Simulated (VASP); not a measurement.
# MoSe2 (P6_3/mmc) in VASP: further runs, part 2 of 2

VASP 6.6.1.

### 4 Relaxation of cell and atoms, rev-vdW-DF2

INCAR

```
SYSTEM = MoSe2
PREC = Accurate ; ENCUT = 600
EDIFF = 1E-6 ; ISMEAR = 0
SIGMA = 0.03 ; LREAL = .False.
LASPH = .True. ; NELM = 80
ALGO = Normal ; ISIF = 3
LWAVE = .False. ; LCHARG = .False.
GGA = MK ; LUSE_VDW = .True.
AGGAC = 0.0 ; PARAM1 = 0.1234
PARAM2 = 0.711357 ; ZAB_VDW = -1.8867
IBRION = 2 ; NSW = 90
EDIFFG = -0.01 ; KPAR = 2
```

KPOINTS

```
regular mesh
0
Gamma
  9 9 2
  0 0 0
```

POSCAR

```
MoSe2
1.0
    3.2880000000      0.0000000000      0.0000000000
   -1.6440000000      2.8474915276      0.0000000000
    0.0000000000      0.0000000000     12.9000000000
Mo Se
2 4
Direct
    0.3333333333      0.6666666667      0.2500000000
    0.6666666667      0.3333333333      0.7500000000
    0.3333333333      0.6666666667      0.6250000000
    0.6666666667      0.3333333333      0.1250000000
    0.3333333333      0.6666666667      0.8750000000
    0.6666666667      0.3333333333      0.3750000000
```

Run with:

```console
cat potpaw_PBE.64/Mo_sv/POTCAR potpaw_PBE.64/Se/POTCAR > POTCAR
mpirun -np 2 vasp_std > vasp.out
```

Run time: 31 min. Hardware: 2 MPI ranks of Intel Xeon Platinum 8488C (Sapphire Rapids), shared host; peak memory 0.75 GiB.

Results (log left out):

```yaml
Free_energy: -29.3431 eV
Relaxed_volume: 20.53 Å³/atom
Relaxed_cell: a = 3.304 Å, b = 3.304 Å, c = 13.032 Å, α = 90.00°, β = 90.00°, γ = 120.00°
Space_group_after_relaxing_to_0.05_Å: P6_3/mmc (No. 194)
Energy_gained_by_relaxing: 28.6 meV/atom
Ionic_steps: 16
Pressure_after_relaxing: 0.0 GPa
Largest_force_after_relaxing: 0.006 eV/Å
Band_gap_on_the_k_mesh: 0.91 eV, indirect (least direct gap 1.41 eV)
```

Forces in eV/Å, atoms in the order of the input:
```
Mo   0.000  0.000  0.000
Mo   0.000  0.000  0.000
Se   0.000  0.000 -0.006
Se   0.000  0.000 -0.006
Se   0.000  0.000  0.006
Se   0.000  0.000  0.006
```

Step by step:
| step | energy change (eV) | largest force (eV/Å) | pressure (GPa) | volume (Å³) |
| --- | --- | --- | --- | --- |
| 1 | 0.0000 | 1.2472 | 6.75 | 120.78 |
| 2 | 0.4134 | 1.6481 | -10.99 | 136.18 |
| 3 | -0.1638 | 0.0518 | -0.78 | 125.79 |
| 4 | -0.1641 | 0.0969 | -0.49 | 125.57 |
| 5 | -0.1641 | 0.1171 | -0.38 | 125.48 |
| 6 | -0.1688 | 0.0645 | -0.01 | 124.66 |
| 7 | -0.1689 | 0.0539 | 0.07 | 124.49 |
| 8 | -0.1693 | 0.0080 | -0.20 | 124.57 |
| 9 | -0.1694 | 0.0019 | -0.26 | 124.58 |
| 10 | -0.1696 | 0.0025 | -0.25 | 124.51 |
| 11 | -0.1702 | 0.0023 | -0.25 | 124.30 |
| 12 | -0.1712 | 0.0035 | -0.17 | 123.87 |
| 13 | -0.1717 | 0.0054 | -0.06 | 123.00 |
| 14 | -0.1717 | 0.0048 | -0.09 | 123.24 |
| 15 | -0.1717 | 0.0130 | 0.07 | 123.12 |
| 16 | -0.1718 | 0.0057 | 0.00 | 123.17 |

Final structure:
```
Mo Se
1.0
     3.30359    0.00000    0.00000
    -1.65179    2.86099    0.00000
     0.00000    0.00000   13.03158
Mo Se
2 4
Direct
  0.33333 0.66667 0.25000
  0.66667 0.33333 0.75000
  0.33333 0.66667 0.62133
  0.66667 0.33333 0.12133
  0.33333 0.66667 0.87867
  0.66667 0.33333 0.37867
```

Levels at points of the mesh, in eV from the valence-band top:
```tsv
k point	band 24	band 25	band 26	band 27	band 28	band 29
(0.00, 0.00, 0.00)	-1.06	-0.79	0.00	2.47	2.47	2.53
(0.00, 0.00, 0.50)	-1.46	-0.18	-0.18	2.48	2.48	2.48
```

Caveat: the PAW data sets were made with another functional, which shifts forces and pressure a little; an odd mesh through Γ misses points on the zone boundary, where band edges often lie.

### 5 Relaxation of cell and atoms, rev-vdW-DF2

This run uses another cell than the first one, of 20.53 Å³/atom, 1.020 times its volume.

INCAR: that of step 4 with these lines changed.

```diff
@@ -2,3 +2,3 @@
 PREC = Accurate ; ENCUT = 600
-EDIFF = 1E-6 ; ISMEAR = 0
+EDIFF = 1E-7 ; ISMEAR = 0
 SIGMA = 0.03 ; LREAL = .False.
@@ -11,2 +11,2 @@
 IBRION = 2 ; NSW = 90
-EDIFFG = -0.01 ; KPAR = 2
+EDIFFG = -0.005 ; KPAR = 2
```

KPOINTS is that of step 4.

POSCAR

```
MoSe2                                   
1.0
    3.3035873483     -0.0000000000     -0.0000000000
   -1.6517936742      2.8609905672     -0.0000000000
   -0.0000000000      0.0000000000     13.0315848813
  Mo              Se            
     2     4
Direct
     0.3333333332999970    0.6666666667000030    0.2500000000000000
     0.6666666667000030    0.3333333332999970    0.7500000000000000
     0.3333333332999970    0.6666666667000030    0.6213321045051804
     0.6666666667000030    0.3333333332999970    0.1213321045051804
     0.3333333332999970    0.6666666667000030    0.8786678954948196
     0.6666666667000030    0.3333333332999970    0.3786678954948197
```

Potentials or basis: VASP PAW PBE potentials, release 64 (Mo_sv, Se).

Run with:

```console
cat potpaw_PBE.64/Mo_sv/POTCAR potpaw_PBE.64/Se/POTCAR > POTCAR
mpirun -np 2 vasp_std > vasp.out
```

OUTCAR:

```text
SYSTEM = MoSe2
   PREC = Accurate
   ENCUT = 600
   EDIFF = 1E-7
   ISMEAR = 0
   LREAL = .False.
   LASPH = .True.
   NELM = 80
   ISIF = 3
   GGA = MK
   IBRION = 2
   NSW = 90
   EDIFFG = -0.005

 ion  position               nearest neighbor table
   1  0.333  0.667  0.250-   4 2.54   6 2.54   4 2.54   6 2.54   4 2.54   6 2.54
   2  0.667  0.333  0.750-   3 2.54   5 2.54   3 2.54   5 2.54   3 2.54   5 2.54
   3  0.333  0.667  0.621-   2 2.54   2 2.54   2 2.54
   4  0.667  0.333  0.121-   1 2.54   1 2.54   1 2.54
   5  0.333  0.667  0.879-   2 2.54   2 2.54   2 2.54
   6  0.667  0.333  0.379-   1 2.54   1 2.54   1 2.54

  LATTYP: Found a hexagonal cell.
 ALAT       =     3.3035873483
 C/A-ratio  =     3.9446769549

  Lattice vectors:

 A1 = (   3.3035873483,   0.0000000000,   0.0000000000)
 A2 = (  -1.6517936742,   2.8609905672,   0.0000000000)
 A3 = (   0.0000000000,   0.0000000000,  13.0315848813)

Analysis of symmetry for initial positions (statically):
=====================================================================
 Subroutine PRICEL returns:
 Original cell was already a primitive cell.

 Routine SETGRP: Setting up the symmetry group for a
 hexagonal supercell.

 Subroutine GETGRP returns: Found 24 space group operations
 (whereof 12 operations were pure point group operations)
 out of a pool of 24 trial point group operations.

The static configuration has the point symmetry D_3d.
 The point group associated with its full space group is D_6h.

Analysis of symmetry for dynamics (positions and initial velocities):
=====================================================================
 Subroutine PRICEL returns:
 Original cell was already a primitive cell.

[... 196 lines left out ...]
      1.65179      0.95366      4.93464        -0.000000     -0.000000      0.005592
 -----------------------------------------------------------------------------------
    total drift:                               -0.000000      0.000000     -0.000000

  FREE ENERGIE OF THE ION-ELECTRON SYSTEM (eV)
  ---------------------------------------------------
  free  energy   TOTEN  =       -29.3436916935 eV

  energy  without entropy=      -29.3436916935  energy(sigma->0) =      -29.34369169

Total vdW correction in eV:      6.7249802

--------------------------------------- Ionic step        2  -------------------------------------------

 number of electron      52.0000000 magnetization

 Free energy of the ion-electron system (eV)
  ---------------------------------------------------
  ext. energy  EPLUGINS =         0.00000000
  ---------------------------------------------------
  free energy    TOTEN  =       -29.34369570 eV

  energy without entropy =      -29.34369570  energy(sigma->0) =      -29.34369570

 E-fermi :   6.3726     XC(G=0): -10.6784

 val. band max:        6.1081266130   @ k =   0.0000   0.0000   0.0000
 cond. band min:       7.0208087433   @ k =   0.2222   0.1111   0.0000
 fundamental gap:      0.9126821303
 Fermi energy:         6.3725789478

 k-point     1 :       0.0000    0.0000    0.0000
  band No.  band energies     occupation
      1     -55.0230      2.00000
      2     -55.0230      2.00000
      3     -29.1990      2.00000
      4     -29.1990      2.00000
      5     -29.0190      2.00000
      6     -29.0190      2.00000
[... 805 lines left out ...]
     30       8.2174      0.00000
     31       8.7811      0.00000

------------------------ aborting loop because EDIFF is reached ----------------------------------------

  FORCE on cell =-STRESS in cart. coord.  units (eV):
  Direction    XX          YY          ZZ          XY          YZ          ZX
  --------------------------------------------------------------------------------------
  -------------------------------------------------------------------------------------
  Total       -0.0155256     -0.0155256     -0.0266023      0.0000000      0.0000000      0.0000000
  in kB       -0.2019538     -0.2019538     -0.3460371      0.0000000      0.0000000      0.0000000
  external PRESSURE =      -0.2499815 kB  Pullay stress =       0.0000000 kB

 VOLUME and BASIS-vectors are now :
 -----------------------------------------------------------------------------
  energy-cutoff  :      600.00
  volume of cell :      123.17
      direct lattice vectors                 reciprocal lattice vectors
     3.303228455  0.000000000  0.000000000     0.302734132  0.174783633 -0.000000000
    -1.651614227  2.860679756 -0.000000000    -0.000000000  0.349567266  0.000000000
     0.000000000 -0.000000000 13.034668492    -0.000000000  0.000000000  0.076718484

 POSITION                                       TOTAL-FORCE (eV/Angst)
 -----------------------------------------------------------------------------------
     -0.00000      1.90712      3.25867         0.000000     -0.000000     -0.000000
      1.65161      0.95356      9.77600        -0.000000      0.000000     -0.000000
     -0.00000      1.90712      8.09859         0.000000      0.000000      0.002875
      1.65161      0.95356      1.58125         0.000000      0.000000      0.002875
     -0.00000      1.90712     11.45341         0.000000      0.000000     -0.002875
      1.65161      0.95356      4.93608         0.000000      0.000000     -0.002875
 -----------------------------------------------------------------------------------
    total drift:                               -0.000000      0.000000     -0.000000

  FREE ENERGIE OF THE ION-ELECTRON SYSTEM (eV)
  ---------------------------------------------------
  free  energy   TOTEN  =       -29.3436957014 eV

  energy  without entropy=      -29.3436957014  energy(sigma->0) =      -29.34369570

Total vdW correction in eV:      6.7247977

 reached required accuracy - stopping structural energy minimisation
```

OSZICAR:

```text
N       E                     dE             d eps       ncg     rms          rms(c)
DAV:   1     0.492039061287E+03    0.49204E+03   -0.31164E+04  1672   0.175E+03
DAV:   2    -0.288257798541E+01   -0.49492E+03   -0.48461E+03  1849   0.402E+02
DAV:   3    -0.307740192071E+02   -0.27891E+02   -0.27490E+02  1905   0.799E+01
[... 15 lines left out ...]
DAV:   2    -0.293437054538E+02    0.24731E-04   -0.15628E-04  1895   0.608E-02    0.194E-02
DAV:   3    -0.293436985369E+02    0.69169E-05   -0.47766E-05  1905   0.340E-02    0.119E-02
DAV:   4    -0.293436957972E+02    0.27397E-05   -0.94830E-06  1810   0.155E-02    0.581E-03
DAV:   5    -0.293436957296E+02    0.67584E-07   -0.10663E-06  1712   0.469E-03    0.201E-03
DAV:   6    -0.293436957014E+02    0.28158E-07   -0.74262E-08  1122   0.161E-03
   2 F= -.29343696E+02 E0= -.29343696E+02  d E =-.400798E-05
```

It took 5.2 min on 2 MPI ranks of Intel Xeon Platinum 8488C (Sapphire Rapids), shared host; peak memory 0.75 GiB.

Results:

| Property | Result |
| --- | --- |
| Free energy | -29.3437 eV |
| Energy gained by relaxing | 0.0 meV/atom |
| Ionic steps | 2 |
| Pressure after relaxing | 0.0 GPa |
| Band gap on the k mesh | 0.91 eV, indirect (least direct gap 1.42 eV) |

Forces on the atoms (eV/Å):
```
Mo   0.000  0.000  0.000
Mo   0.000  0.000  0.000
Se   0.000  0.000  0.003
Se   0.000  0.000  0.003
Se   0.000  0.000 -0.003
Se   0.000  0.000 -0.003
```

Final structure:
```cif
data_structure
_symmetry_space_group_name_H-M 'P 1'
_symmetry_Int_Tables_number 1
_cell_length_a 3.3032
_cell_length_b 3.3032
_cell_length_c 13.0347
_cell_angle_alpha 90.000
_cell_angle_beta 90.000
_cell_angle_gamma 120.000
_cell_volume 123.17
loop_
_atom_site_label
_atom_site_type_symbol
_atom_site_fract_x
_atom_site_fract_y
_atom_site_fract_z
_atom_site_occupancy
Mo1 Mo 0.33333 0.66667 0.25000 1
Mo2 Mo 0.66667 0.33333 0.75000 1
Se1 Se 0.33333 0.66667 0.62131 1
Se2 Se 0.66667 0.33333 0.12131 1
Se3 Se 0.33333 0.66667 0.87869 1
Se4 Se 0.66667 0.33333 0.37869 1
```

Levels at points of the mesh, in eV from the valence-band top:
| k point | band 23 | band 24 | band 25 | band 26 | band 27 | band 28 | band 29 | band 30 |
| --- | --- | --- | --- | --- | --- | --- | --- | --- |
| (0.00, 0.00, 0.00) | -1.43 | -1.06 | -0.79 | 0.00 | 2.47 | 2.47 | 2.54 | 2.54 |
| (0.00, 0.00, 0.50) | -1.46 | -1.46 | -0.18 | -0.18 | 2.49 | 2.49 | 2.49 | 2.49 |

Caveat: the PAW data sets were made with another functional, which shifts forces and pressure a little; an odd mesh through Γ misses points on the zone boundary, where band edges often lie.
